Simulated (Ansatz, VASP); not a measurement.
**PtSe2: VASP beside Ansatz**

```xyz
3
Lattice="3.7715 0.0000 0.0000 -1.8858 3.2662 0.0000 0.0000 0.0000 4.8219" Properties=species:S:1:pos:R:3 pbc="T T T"
Pt    0.0000    0.0000    0.0000
Se    0.0000    2.1775    1.2803
Se    1.8858    1.0887    3.5416
```

Alike in both runs: task single point; functional PBE; dispersion D3(BJ); k mesh 12 × 12 × 8; occupations gaussian, width 0.15 eV; no spin polarisation.

```csv
,VASP,Ansatz
version,VASP 6.6.1,Ansatz 0.2.0
potentials or method,"VASP PAW PBE potentials, release 64 (Pt, Se)","scalar-relativistic, plane waves, PAW"
plane-wave cutoff (eV),520,420
valence electrons in the cell,22,50
```

|  | VASP | Ansatz | Ansatz less VASP |
| --- | --- | --- | --- |
| gap on the k mesh at the Fermi level (eV) | none | none | - |
| pressure (GPa) | 0.0 | 0.0 | +0.02 |

A gap of «none» marks a metal or a gap that the smearing closes. The two sets of potentials don't hold the same shells in valence.

Caveats: pairwise dispersion overbinds metals, which lowers pressure and volume. Spin-orbit coupling is left out, which matters for the levels of Pt.
